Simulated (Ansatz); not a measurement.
# A short bond in CaSe

```yaml
crystal:
  lattice:
    - [0.00000, 2.97024, 2.97024]
    - [2.97024, 0.00000, 2.97024]
    - [2.97024, 2.97024, 0.00000]
  atoms:
    - { symbol: Ca, position: [0.00000, 0.00000, 0.00000] }
    - { symbol: Se, position: [0.50000, 0.50000, 0.50000] }
```

The cell is Materials Project entry mp-1415, used as a structure alone.

Its shortest bond, of 2.970 Å between atom 1 (Ca) and the nearest image of atom 2 (Se), is scaled by moving both atoms along it, with the cell held. The force apart is half the difference of the two atoms' forces along the bond; it holds the pull and push of their other neighbours too.

All numbers are PBEsol results (scalar-relativistic) from Ansatz 0.2.0, with a Γ-centred 7×7×7 k mesh, Fermi–Dirac smearing of 0.03 eV, no spin polarisation. Methods: LAPW: all electrons, basis error target 1 meV/atom; PAW: frozen-core files, cutoff 420 eV; crystal datasets: all electrons, by PAW datasets that the program makes for each cell; PAW (cutoff 1000 eV): frozen-core files, cutoff 1000 eV.

Energies are extrapolated to zero smearing and count from the unscaled cell; pressure is positive in compression; gaps take the mesh and a band path. No temperature or zero-point motion is included.

The PAW files were made under PBE.

```csv
bond (Å),force apart (eV/Å),P LAPW (GPa),ΔE LAPW (eV/atom),P PAW − LAPW (GPa),ΔE PAW − LAPW (meV/atom),force PAW − LAPW (eV/Å)
2.970,0.00,-1.77,0.000,0.00,0.0,0.000
2.257,6.16,10.31,?,0.00,-0.2,0.000
1.901,20.53,35.5,?,-0.02,-0.4,-0.007
1.723,35.28,57.6,5.296,-0.11,-3.0,-0.056
```

Question: Fill in "ΔE LAPW (eV/atom)" for the row "2.257".

Answer: 0.703.

Question: Fill in "ΔE LAPW (eV/atom)" for the row "1.901".

Answer: 2.862.

Question: At the last bond length, how far do crystal datasets and PAW (cutoff 1000 eV) lie from LAPW in pressure and in the largest force component?

Answer: crystal datasets: 0.00 GPa, 0.000 eV/Å; PAW (cutoff 1000 eV): -0.12 GPa, 0.061 eV/Å, on a LAPW pressure of 57.6 GPa.
